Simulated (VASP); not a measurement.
# BaO (Fm-3m) in VASP: a series of runs, part 3 of 3

VASP 6.6.1. Earlier steps stand in the parts before.

## Step 4: Band structure, r2SCAN+rVV10

The input, INCAR:

```
SYSTEM = BaO
ALGO = Normal
BPARAM = 11.95
CPARAM = 0.0093
EDIFF = 1E-6
ENCUT = 520
ISIF = 2
ISMEAR = 0
IVDW_NL = 2
KPAR = 4
LASPH = .TRUE.
LCHARG = .FALSE.
LMIXTAU = .TRUE.
LREAL = .FALSE.
LUSE_VDW = .TRUE.
LWAVE = .FALSE.
METAGGA = R2SCAN
NBANDS = 15
NELM = 100
PREC = Accurate
SIGMA = 0.02
```

The input, KPOINTS:

```
k-points
0
G
  8 8 8
  0 0 0
```

The input, POSCAR:

```
BaO                                     
1.0
    0.0000000000      2.7806926973      2.7806926973
    2.7806926973      0.0000000000      2.7806926973
    2.7806926973      2.7806926973      0.0000000000
  Ba              O             
     1     1
Direct
     0.0000000000000000    0.0000000000000000    0.0000000000000000
     0.5000000000000000    0.5000000000000000    0.5000000000000000
```

The input, KPOINTS_OPT:

```
path GXWKGLUWLK,UX
10
line-mode
reciprocal
 0.0000000000  0.0000000000  0.0000000000  G
 0.5000000000  0.0000000000  0.5000000000  X

 0.5000000000  0.0000000000  0.5000000000  X
 0.5000000000  0.2500000000  0.7500000000  W

 0.5000000000  0.2500000000  0.7500000000  W
 0.3750000000  0.3750000000  0.7500000000  K

 0.3750000000  0.3750000000  0.7500000000  K
 0.0000000000  0.0000000000  0.0000000000  G

 0.0000000000  0.0000000000  0.0000000000  G
 0.5000000000  0.5000000000  0.5000000000  L

 0.5000000000  0.5000000000  0.5000000000  L
 0.6250000000  0.2500000000  0.6250000000  U

 0.6250000000  0.2500000000  0.6250000000  U
 0.5000000000  0.2500000000  0.7500000000  W

 0.5000000000  0.2500000000  0.7500000000  W
 0.5000000000  0.5000000000  0.5000000000  L

 0.5000000000  0.5000000000  0.5000000000  L
 0.3750000000  0.3750000000  0.7500000000  K

 0.6250000000  0.2500000000  0.6250000000  U
 0.5000000000  0.0000000000  0.5000000000  X
```

Potentials or basis: VASP PAW PBE potentials, release 64 (Ba_sv, O).

Launch:

```console
cat potpaw_PBE.64/Ba_sv/POTCAR potpaw_PBE.64/O/POTCAR > POTCAR
mpirun -np 4 vasp_std > vasp.out
```

OUTCAR:

```text
SYSTEM = BaO
   BPARAM = 11.95
   EDIFF = 1E-6
   ENCUT = 520
   ISIF = 2
   ISMEAR = 0
   IVDW_NL = 2
   LASPH = .TRUE.
   LREAL = .FALSE.
   METAGGA = R2SCAN
   NELM = 100
   PREC = Accurate

 ion  position               nearest neighbor table
   1  0.000  0.000  0.000-   2 2.78   2 2.78   2 2.78   2 2.78   2 2.78   2 2.78
   2  0.500  0.500  0.500-   1 2.78   1 2.78   1 2.78   1 2.78   1 2.78   1 2.78

  LATTYP: Found a face centered cubic cell.
 ALAT       =     5.5613853946

  Lattice vectors:

 A1 = (   0.0000000000,   2.7806926973,   2.7806926973)
 A2 = (   2.7806926973,   0.0000000000,   2.7806926973)
 A3 = (   2.7806926973,   2.7806926973,   0.0000000000)

Analysis of symmetry for initial positions (statically):
=====================================================================
 Subroutine PRICEL returns:
 Original cell was already a primitive cell.

 Routine SETGRP: Setting up the symmetry group for a
 face centered cubic supercell.

 Subroutine GETGRP returns: Found 48 space group operations
 (whereof 48 operations were pure point group operations)
 out of a pool of 48 trial point group operations.

The static configuration has the point symmetry O_h .

Analysis of symmetry for dynamics (positions and initial velocities):
=====================================================================
 Subroutine PRICEL returns:
 Original cell was already a primitive cell.

 Routine SETGRP: Setting up the symmetry group for a
 face centered cubic supercell.

 Subroutine GETGRP returns: Found 48 space group operations
 (whereof 48 operations were pure point group operations)
 out of a pool of 48 trial point group operations.

The dynamic configuration has the point symmetry O_h .

 Subroutine INISYM returns: Found 48 space group operations
 (whereof 48 operations are pure point group operations),
 and found     1 'primitive' translations

----------------------------------------------------------------------------------------

                                     Primitive cell

  volume of cell :      43.0020

  direct lattice vectors                    reciprocal lattice vectors
     0.000000000  2.780692697  2.780692697    -0.179811311  0.179811311  0.179811311
     2.780692697  0.000000000  2.780692697     0.179811311 -0.179811311  0.179811311
     2.780692697  2.780692697  0.000000000     0.179811311  0.179811311 -0.179811311

  length of vectors
     3.932493325  3.932493325  3.932493325     0.311442327  0.311442327  0.311442327

  position of ions in fractional coordinates (direct lattice)
     0.000000000  0.000000000  0.000000000
     0.500000000  0.500000000  0.500000000

  ion indices of the primitive-cell ions
   primitive index   ion index
                 1           1
                 2           2

----------------------------------------------------------------------------------------

 KPOINTS: k-points

Automatic generation of k-mesh.
 Grid dimensions read from file:
 generate k-points for:    8    8    8

[... 43 lines left out ...]
 -0.375000  0.250000  0.125000     24.000000
 [... further k-points ...]
   k-points           NKPTS =     29   k-points in BZ     NKDIM =     29   number of bands    NBANDS=     15
   number of dos      NEDOS =    301   number of ions     NIONS =      2
   total plane-waves  NPLWV =  27000
   dimension x,y,z NGX =    30 NGY =   30 NGZ =   30
   dimension x,y,z NGXF=    60 NGYF=   60 NGZF=   60
   ions per type =               1   1
   NGX,Y,Z   is equivalent  to a cutoff of  12.68, 12.68, 12.68 a.u.
   NGXF,Y,Z  is equivalent  to a cutoff of  25.36, 25.36, 25.36 a.u.
 SYSTEM =  BaO
   PREC   = accura    normal or accurate (medium, high low for compatibility)
   ISTART =      0    job   : 0-new  1-cont  2-samecut
   ICHARG =      2    charge: 1-file 2-atom 10-const
   ISPIN  =      1    spin polarized calculation?
   LNONCOLLINEAR =      F non collinear calculations
   LSORBIT =      F    spin-orbit coupling
   LASPH  =      T    aspherical Exc in radial PAW
   ENCUT  =  520.0 eV  38.22 Ry    6.18 a.u.   7.31  7.31  7.31*2*pi/ulx,y,z
   NELM   =    100;   NELMIN=  2; NELMDL= -5     # of ELM steps
   EDIFF  = 0.1E-05   stopping-criterion for ELM
   LREAL  =      F    real-space projection
   EDIFFG = 0.1E-04   stopping-criterion for IOM
   NSW    =      0    number of steps for IOM
   IBRION =     -1    ionic relax: 0-MD 1-quasi-New 2-CG
   NFREE  =      0    steps in history (QN), initial steepest desc. (CG)
   ISIF   =      2    stress and relaxation
   ISYM   =      2    0-nonsym 1-usesym 2-fastsym
   POTIM  = 0.5000    time-step for ionic-motion
   TEBEG  =    0.0;   TEEND  =   0.0 temperature during run
   PSTRESS=    0.0 pullay stress
   NELECT =      16.0000    total number of electrons
   NUPDOWN=      -1.0000    fix difference up-down
   EMIN   =  10.00;   EMAX   =-10.00  energy-range for DOS
   EFERMI =   0.00;   METHOD = LEGACY
   ISMEAR =     0;   SIGMA  =   0.02  broadening in eV -4-tet -1-fermi 0-gaus
   EFERMI_NEDOS =   21; number of points for ismear=-14 and -15
   IALGO  =     38    algorithm
   IMIX   =      4    mixing-type and parameters
     AMIX     =   0.40;   BMIX     =  1.00
     AMIX_MAG =   1.60;   BMIX_MAG =  1.00
  volume/ion in A,a.u.               =      21.50       145.10
  Fermi-wavevector in a.u.,A,eV,Ry     =   1.177475  2.225106 18.863774  1.386448
  Thomas-Fermi vector in A             =   2.313821
   LORBIT       =      0    0 simple, 1 ext, 2 COOP (PROOUT), +10 PAW based schemes
   METAGGA = R2SCAN    functional components
   LHFCALC =     F    Hartree Fock is set to
   AEXX    =    0.0000 exact exchange contribution
   IVDW_NL    =     2    kernel type
   BPARAM     =11.9500
   IVDW    =     0    specifies the selected vdW correction
   LEPSILON=     F    determine dielectric tensor
   LRPA    =     F    only Hartree local field effects (RPA)
 non-spin polarized calculation
 Gauss-broadening in eV      SIGMA  =   0.02
  energy-cutoff  :      520.00
  volume of cell :       43.00
 maximum number of plane-waves:      1174
 NGX is ok and might be reduce to    30
   NGX = 15   NGY = 15   NGZ = 15

 number of electron      16.0000000 magnetization

 Free energy of the ion-electron system (eV)
  ---------------------------------------------------
  ext. energy  EPLUGINS =         0.00000000
  ---------------------------------------------------
  free energy    TOTEN  =       -37.44583381 eV

  energy without entropy =      -37.44583381  energy(sigma->0) =      -37.44583381

 E-fermi :   1.6695     XC(G=0): -10.1646

 val. band max:        1.5425575495   @ k =   0.5000   0.5000   0.0000
 cond. band min:       3.8418482787   @ k =   0.5000   0.5000   0.0000
 fundamental gap:      2.2992907293
 Fermi energy:         1.6695166136

 k-point     1 :       0.0000    0.0000    0.0000
  band No.  band energies     occupation
      1     -25.0967      2.00000
      2     -14.4047      2.00000
      3      -9.2001      2.00000
      4      -9.2001      2.00000
      5      -9.2001      2.00000
      6       1.2004      2.00000
      7       1.2004      2.00000
      8       1.2004      2.00000
      9       5.5360      0.00000
     10       6.6527      0.00000
     11       6.6527      0.00000
     12       6.6527      0.00000
     13       9.0843      0.00000
     14       9.0843      0.00000
[... 401 lines left out ...]
      2     -14.9215      2.00000
      3      -9.8346      2.00000
      4      -9.8044      2.00000
      5      -9.3240      2.00000
      6       0.0412      2.00000
      7       0.6322      2.00000
      8       0.6976      2.00000
      9       6.7395      0.00000
     10       7.3702      0.00000
     11       9.8724      0.00000
     12       9.9279      0.00000
     13      12.2153      0.00000
     14      13.8299      0.00000
     15      14.4446      0.00000

 [... further k-points ...]

------------------------ aborting loop because EDIFF is reached ----------------------------------------

  FORCE on cell =-STRESS in cart. coord.  units (eV):
  Direction    XX          YY          ZZ          XY          YZ          ZX
  --------------------------------------------------------------------------------------
  -------------------------------------------------------------------------------------
  Total        0.0195066      0.0195066      0.0195066     -0.0000000     -0.0000000      0.0000000
  in kB        0.7267791      0.7267791      0.7267791     -0.0000000     -0.0000000      0.0000000
  external PRESSURE =       0.7267791 kB  Pullay stress =       0.0000000 kB

 VOLUME and BASIS-vectors are now :
 -----------------------------------------------------------------------------
  energy-cutoff  :      520.00
  volume of cell :       43.00
      direct lattice vectors                 reciprocal lattice vectors
     0.000000000  2.780692697  2.780692697    -0.179811311  0.179811311  0.179811311
     2.780692697  0.000000000  2.780692697     0.179811311 -0.179811311  0.179811311
     2.780692697  2.780692697  0.000000000     0.179811311  0.179811311 -0.179811311

 POSITION                                       TOTAL-FORCE (eV/Angst)
 -----------------------------------------------------------------------------------
      0.00000      0.00000      0.00000        -0.000000     -0.000000     -0.000000
      2.78069      2.78069      2.78069         0.000000      0.000000      0.000000
 -----------------------------------------------------------------------------------
    total drift:                                0.000000      0.000000      0.000000

  FREE ENERGIE OF THE ION-ELECTRON SYSTEM (eV)
  ---------------------------------------------------
  free  energy   TOTEN  =       -37.4458338110 eV

  energy  without entropy=      -37.4458338110  energy(sigma->0) =      -37.44583381
```

It took 1.8 min on 4 MPI ranks of Intel Xeon Platinum 8559C (Emerald Rapids), shared host; peak memory 0.28 GiB.

What came out:

```
Free energy             : -37.4458 eV
Pressure                : 0.1 GPa
Band gap on the k mesh  : 2.30 eV, direct
Band gap along the path : 2.30 eV, direct
```

Levels at the corners of the path, in eV from the valence-band top:
```
point  band 4  band 5  band 6  band 7  band 8  band 9  band 10  band 11  band 12  band 13
    Γ  -10.74  -10.74   -0.34   -0.34   -0.34    3.99     5.11     5.11     5.11     7.54
    X  -11.31  -11.31   -0.16   -0.16    0.00    2.30     6.51     9.51     9.81    10.18
    X  -11.31  -11.31   -0.16   -0.16    0.00    2.30     6.51     9.51     9.81    10.18
    W  -11.78  -10.83   -1.30   -0.20   -0.20    4.96     4.96     7.38    10.20    10.39
    W  -11.78  -10.83   -1.30   -0.20   -0.20    4.96     4.96     7.38    10.20    10.39
    K  -11.21  -11.15   -0.91   -0.73   -0.14    3.75     6.93     7.53     9.07    10.13
    K  -11.21  -11.15   -0.91   -0.73   -0.14    3.75     6.93     7.53     9.07    10.13
    Γ  -10.74  -10.74   -0.34   -0.34   -0.34    3.99     5.11     5.11     5.11     7.54
    Γ  -10.74  -10.74   -0.34   -0.34   -0.34    3.99     5.11     5.11     5.11     7.54
    L  -10.86  -10.86   -1.94   -1.45   -1.45    5.27     7.62     7.62     8.55    11.09
    L  -10.86  -10.86   -1.94   -1.45   -1.45    5.27     7.62     7.62     8.55    11.09
    U  -11.21  -11.15   -0.91   -0.73   -0.14    3.75     6.93     7.53     9.07    10.13
    U  -11.21  -11.15   -0.91   -0.73   -0.14    3.75     6.93     7.53     9.07    10.13
    W  -11.78  -10.83   -1.30   -0.20   -0.20    4.96     4.96     7.38    10.20    10.39
    W  -11.78  -10.83   -1.30   -0.20   -0.20    4.96     4.96     7.38    10.20    10.39
    L  -10.86  -10.86   -1.94   -1.45   -1.45    5.27     7.62     7.62     8.55    11.09
    L  -10.86  -10.86   -1.94   -1.45   -1.45    5.27     7.62     7.62     8.55    11.09
    K  -11.21  -11.15   -0.91   -0.73   -0.14    3.75     6.93     7.53     9.07    10.13
    U  -11.21  -11.15   -0.91   -0.73   -0.14    3.75     6.93     7.53     9.07    10.13
    X  -11.31  -11.31   -0.16   -0.16    0.00    2.30     6.51     9.51     9.81    10.18
```

Caveat: the PAW data sets were made with another functional, which shifts forces and pressure a little; spin-orbit coupling is left out, which moves the levels of the heavy elements.

## Step 5: Band structure, HSE06

POSCAR is that of step 4.

The input, INCAR.step1:

```
SYSTEM = BaO
ALGO = Normal
EDIFF = 1E-5
ENCUT = 520
GGA = PE
ISIF = 2
ISMEAR = 0
KPAR = 4
LASPH = .TRUE.
LCHARG = .FALSE.
LREAL = .FALSE.
LWAVE = .TRUE.
NBANDS = 15
NELM = 100
PREC = Accurate
SIGMA = 0.02
```

The input, INCAR.step2:

```
SYSTEM = BaO
ALGO = Normal
EDIFF = 1E-6
ENCUT = 520
GGA = PE
HFSCREEN = 0.2
ISIF = 2
ISMEAR = 0
ISTART = 1
KPAR = 4
LASPH = .TRUE.
LCHARG = .FALSE.
LHFCALC = .TRUE.
LREAL = .FALSE.
LWAVE = .FALSE.
NBANDS = 15
NELM = 100
PREC = Accurate
PRECFOCK = Fast
SIGMA = 0.02
```

The input, KPOINTS:

```
k-points
0
G
  6 6 6
  0 0 0
```

KPOINTS_OPT, as its differences from that of step 4:

```diff
@@ -1,3 +1,3 @@
 path GXWKGLUWLK,UX
-10
+8
 line-mode
```

Launch:

```console
cat potpaw_PBE.64/Ba_sv/POTCAR potpaw_PBE.64/O/POTCAR > POTCAR
cp INCAR.step1 INCAR
mpirun -np 4 vasp_std > vasp.out
cp INCAR.step2 INCAR
mpirun -np 4 vasp_std > vasp.out
```

It took 14 min on 4 MPI ranks of Intel Xeon Platinum 8559C (Emerald Rapids), shared host; peak memory 0.33 GiB.

Results (log left out):

```
Free energy             : -13.8842 eV
Pressure                : 0.3 GPa
Band gap on the k mesh  : 3.31 eV, direct
Band gap along the path : 3.31 eV, direct
```

Levels at the corners of the path, in eV from the valence-band top:
```
point  band 5  band 6  band 7  band 8  band 9  band 10  band 11  band 12
    Γ  -10.85   -0.36   -0.36   -0.36    4.84     6.14     6.14     6.14
    X  -11.46   -0.16   -0.16    0.00    3.31     7.44    10.48    10.91
    X  -11.46   -0.16   -0.16    0.00    3.31     7.44    10.48    10.91
    W  -10.93   -1.39   -0.20   -0.20    6.03     6.03     8.35    11.41
    W  -10.93   -1.39   -0.20   -0.20    6.03     6.03     8.35    11.41
    K  -11.29   -0.95   -0.77   -0.15    4.79     8.06     8.50    10.22
    K  -11.29   -0.95   -0.77   -0.15    4.79     8.06     8.50    10.22
    Γ  -10.85   -0.36   -0.36   -0.36    4.84     6.14     6.14     6.14
    Γ  -10.85   -0.36   -0.36   -0.36    4.84     6.14     6.14     6.14
    L  -10.96   -2.04   -1.53   -1.53    6.37     8.74     8.74     9.54
    L  -10.96   -2.04   -1.53   -1.53    6.37     8.74     8.74     9.54
    U  -11.29   -0.95   -0.77   -0.15    4.79     8.06     8.50    10.22
    U  -11.29   -0.95   -0.77   -0.15    4.79     8.06     8.50    10.22
    W  -10.93   -1.39   -0.20   -0.20    6.03     6.03     8.35    11.41
    W  -10.93   -1.39   -0.20   -0.20    6.03     6.03     8.35    11.41
    L  -10.96   -2.04   -1.53   -1.53    6.37     8.74     8.74     9.54
    L  -10.96   -2.04   -1.53   -1.53    6.37     8.74     8.74     9.54
    K  -11.29   -0.95   -0.77   -0.15    4.79     8.06     8.50    10.22
    U  -11.29   -0.95   -0.77   -0.15    4.79     8.06     8.50    10.22
    X  -11.46   -0.16   -0.16    0.00    3.31     7.44    10.48    10.91
```

Caveat: the PAW data sets were made with another functional, which shifts forces and pressure a little; spin-orbit coupling is left out, which moves the levels of the heavy elements.

## Step 6: Summary

| level | spin | k mesh | grid for exact exchange (PRECFOCK) | screening parameter | gap on the mesh (eV) | pressure (GPa) |
| --- | --- | --- | --- | --- | --- | --- |
| PBE | non-collinear, zero start, SOC | 8 × 8 × 8 | - | - | - | 2.1 |
| PBE | off | 8 × 8 × 8 | - | - | 2.02 | 2.1 |
| r2SCAN+rVV10 | off | 8 × 8 × 8 | - | - | 2.30 | 0.1 |
| HSE06 | off | 6 × 6 × 6 | Fast | 0.2 1/A | 3.31 | 0.3 |

Alike in all rows: task band structure; potentials or basis VASP PAW PBE potentials, release 64 (Ba_sv, O); cell as given; cutoff (eV) 520; smearing gaussian 0.02 eV.

On the cell as given the gap runs from 2.02 eV (PBE) to 3.31 eV (HSE06); the meshes differ, which moves gaps too. The pressure there spans 0.1 GPa (r2SCAN+rVV10) to 2.1 GPa (PBE); a positive pressure means that this level wants a larger cell, a negative one a smaller.

Caveats: spin-orbit coupling is left out, which moves the levels of the heavy elements (some runs); the PAW data sets were made with another functional, which shifts forces and pressure a little (some runs).

Total energies depend on the potentials used, so only differences within one code and one set of settings carry meaning.
